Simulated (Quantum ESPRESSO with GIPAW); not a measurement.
# SiO2: how strain moves the 29Si line

GIPAW runs (PBEsol, plane-wave PAW from pslibrary 1.0.0 recipes, cutoffs 55 and 330 Ry, one 6×6×6 mesh for all shielding runs; Quantum ESPRESSO with GIPAW, a patched development version; no spin-orbit coupling, no macroscopic shape term) on SiO2, space group I-42d before straining. The cell below is strained along the z axis of the cell given, with the other two held, and the atoms are relaxed in pw.x at each strain, zero included.

```
CELL_PARAMETERS angstrom
-2.37405 2.37405 3.74400
2.37405 -2.37405 3.74400
2.37405 2.37405 -3.74400
ATOMIC_POSITIONS crystal
Si 0.75000 0.25000 0.50000
Si 0.00000 0.00000 0.00000
O 0.87500 0.00162 0.62662
O 0.75162 0.12500 0.12662
O 0.37500 0.24838 0.37338
O 0.99838 0.62500 0.87338
```

The cell is an entry of the Crystallography Open Database; it need not be the form that is stable at ambient conditions.

The bonds are those of Si (atom 1; SiO4, Q4). One row is withheld.

| strain (%) | mean bond (Å) | σ_iso Si (ppm) | σ_iso O (ppm) | span Si (ppm) |
| --- | --- | --- | --- | --- |
| -2 | 1.6200 | 418.98 | 203.67 | 6.2 |
| -1.5 | 1.6203 | ? | ? | ? |
| -1 | 1.6206 | 420.34 | 204.27 | 6.4 |
| 0 | 1.6212 | 421.73 | 204.80 | 6.8 |
| +0.5 | 1.6217 | 422.40 | 204.98 | 6.9 |
| +1 | 1.6220 | 423.10 | 205.17 | 7.2 |
| +2 | 1.6230 | 424.47 | 205.45 | 7.6 |

**Task.** Fit σ_iso of Si against strain, judge whether a straight line is enough, and predict the withheld row at -1.5 %.

1. With n = 6: Σx = 0.500, Σy = 2531.02, Σx² = 10.2500, Σxy = 224.940.

2. Slope b = (nΣxy − ΣxΣy)/(nΣx² − (Σx)²) = 1.37 ppm per %, intercept a = (Σy − bΣx)/n = 421.72 ppm.

3. Residuals (run less line), in the order of the table: +0.00, -0.01, +0.01, -0.01, +0.00, +0.00 ppm. They show no clear bend at this precision, so the line is kept.

4. At -1.5 % (inside the fitted range) the line gives 419.66 ppm.

5. The run gives:

| strain (%) | mean bond (Å) | σ_iso Si (ppm) | σ_iso O (ppm) | span Si (ppm) |
| --- | --- | --- | --- | --- |
| -1.5 | 1.6203 | 419.66 | 203.98 | 6.3 |

Prediction less run: the line misses by +0.00 ppm. Stretching by 1 % shields Si by about 1.4 ppm. The shift moves the opposite way, scaled by the slope of a reference line. Over the table σ of O goes from 203.67 to 205.45 ppm. Zero strain is the database's lattice with relaxed atoms, not this functional's rest cell, and neither cutoff nor mesh was tested for the slopes. The omitted shape term, common to all sites, changes with strain too. This build of gipaw.x prints that it is not audited and that its numbers are no references by themselves. The relaxations ran on cheaper settings and stop at small residual forces, which adds noise that small residuals can't be told from. pw.x warned of eigenvalues not converged in some cycles of these runs, which then met the threshold.

[Banner, clock, file and message-heading lines were taken out of the pw.x and gipaw.x logs.]

[Logs are printed without paths, hosts, clocks, repeated set-up lines and the standing remarks that a program may print on its own settings, such as how far it seeks lower states.]

[Hosts, paths, dates, database ids (printed as entryN), source tags and the programs' standing remarks are cut or masked in the printed files.]
